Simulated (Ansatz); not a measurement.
Telling polymorphs of TiO₂ apart by Ti-47

Method: Kohn–Sham DFT in Ansatz, PBE, plane waves and PAW, scalar-relativistic, 420 eV cutoff. Q(Ti-47) = 302.0 mb, I = 5/2. The cells come from the Materials Project (computed, not necessarily observed phases), with the atoms as given. Calculated pressures reach 3 GPa in size and forces 0.2 eV/Å in them. Spin–orbit coupling is left out.

(1) Rank the structures by their largest Ti-47 |C_Q|, smallest first.
A. I4/m, 12 atoms in the cell run; Ti site: 6 O at 1.89–2.06 Å
B. C2/m, 12 atoms in the cell run; Ti sites: (1) 5 O at 1.78–2.03 Å; also 1 O at 2.34 Å. (2) 6 O at 1.86–2.16 Å.

Answers

(1) B (13.0 MHz), A (16.2 MHz).
